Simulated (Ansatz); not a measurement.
## CoSi: equation of state with HSE06

Crystal: CoSi.

```
CELL_PARAMETERS angstrom
2.78133 0.00000 0.00000
0.00000 2.78133 0.00000
0.00000 0.00000 2.78133
ATOMIC_POSITIONS crystal
Co 0.00000 0.00000 0.00000
Si 0.50000 0.50000 0.50000
```

Measurements of this composition are mostly on another form, of space group No. 198.

* Program: Ansatz 0.2.0
* Task: equation of state
* Functional: HSE06
* Potentials or basis: Ansatz PAW
* Cutoff: 420 eV
* Density cutoff: 1680 eV
* k mesh: 6 × 6 × 6
* Occupations: fermi-dirac, width 0.05 eV
* Spin: collinear spin, ferromagnetic start
* Starting moments: [2.0, 0.0] μB

* Equilibrium volume: 10.54 Å³/atom
* Bulk modulus: 228 GPa
* Pressure derivative of the bulk modulus: 4.1 (rough: it moves with the points fitted)

Energy against volume, from the lowest point:
```
volume (Å³/atom)  energy (meV/atom)
          10.112              12.94
          10.328               2.87
          10.543               0.00
          10.758               3.16
          10.973              11.98
          11.188              25.86
          11.403              44.39
```

All runs of the series together: 3.4 min on 2 threads of AMD EPYC 7R13 Processor (Zen 3) (shared host).

Caveat: the k mesh is coarse (spacing up to 0.38 Å⁻¹), so the values aren't converged, least of all with exact exchange; the magnetic or orbital state may not be the lowest; the PAW data sets were made with another functional, which shifts forces and pressure a little.
